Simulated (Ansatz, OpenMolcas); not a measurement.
## A small benchmark: dipole moment

10 molecules; the dipole moment in D, computed less measured. Shapes, held fixed at every level: PBE0-D4/def2-TZVP. No vibrational averaging. Dipoles are compared by magnitude; molecules under 1 D, whose direction can flip, are left out. Programs: Ansatz 0.2.0, OpenMolcas 26.06. Measured values: NIST CCCBDB.

Levels: A = r2SCAN-D4/def2-TZVPP; B = PBE0/cc-pVDZ; C = B3LYP-D4/def2-TZVPP.

```json
{"molecule": "AsF3 (arsenic trifluoride)", "measured": "2.59", "A": "-0.28", "B": "-0.11", "C": "-0.06"}
{"molecule": "C2F3N (cyanotrifluoromethane)", "measured": "1.33", "A": "+0.16", "B": "0.00", "C": "+0.07"}
{"molecule": "C2H3ClO (acetyl chloride)", "measured": "2.72", "A": "+0.08", "B": "+0.01", "C": "+0.06"}
{"molecule": "C2H3F3 (1,1,1-trifluoroethane)", "measured": "2.32", "A": "-0.09", "B": "-0.17", "C": "-0.03"}
{"molecule": "C2H4Cl2 (1,1-dichloroethane)", "measured": "2.06", "A": "+0.03", "B": "+0.04", "C": "-0.04"}
{"molecule": "C2H6O (dimethyl ether)", "measured": "1.30", "A": "-0.15", "B": "-0.13", "C": "-0.09"}
{"molecule": "C2H6S (dimethyl sulfide)", "measured": "1.50", "A": "+0.10", "B": "+0.05", "C": "+0.02"}
{"molecule": "C3H5Cl (SMILES C/C=C/Cl)", "measured": "1.97", "A": "-0.04", "B": "-0.05", "C": "-0.10"}
{"molecule": "C2H7N (dimethylamine)", "measured": "1.03", "A": "-0.13", "B": "-0.16", "C": "-0.10"}
{"molecule": "C3H6O (acetone)", "measured": "2.88", "A": "+0.09", "B": "-0.12", "C": "+0.11"}
```

Q: Which level does best on this set, which worst, and which err to one side?

A: 
```tsv
level	kind	mean error	mean absolute error	worst case
r2SCAN-D4/def2-TZVPP	meta-GGA	-0.023	0.115	AsF3
PBE0/cc-pVDZ	global hybrid	-0.064	0.084	C2H3F3
B3LYP-D4/def2-TZVPP	global hybrid	-0.016	0.068	C3H6O
```

On this set B3LYP-D4/def2-TZVPP has the smallest mean absolute error and r2SCAN-D4/def2-TZVPP the largest. No level errs clearly to one side. The levels differ in basis as well as in method. The tabulated value of C2F3N is in doubt (older tables, estimates, or at odds with other calculations) and kept here. Over the 9 molecules whose values aren't doubted the mean absolute errors are A 0.110; B 0.093; C 0.068. The smallest two are near a tie. The largest two are near a tie. Relativity is left out for As. The set is small.

AsF3 widens the gap between r2SCAN and B3LYP, though the ranking on the full set stays the same without it: r2SCAN falls short there by 0.28 D and B3LYP by only 0.06 D. These two levels share a basis and a geometry, so the gap comes from the functional; missing relativity, common to both, can't by itself account for it.

Acetone behaves differently: its dipole is too large with r2SCAN and B3LYP but too small with PBE0, possibly because the double-zeta basis gives the carbonyl density less room to polarise, though the change of functional may also contribute. PBE0's near-exact value for acetyl chloride may therefore reflect cancelling errors.

Dimethyl ether and dimethylamine come out too low at every level, which suggests a shared cause. None of the basis sets has diffuse functions, which help describe the outer part of the oxygen and nitrogen lone pairs, and the common geometries may add to the error. Dimethyl sulfide, too high throughout, shows that this isn't a general rule for lone-pair molecules.
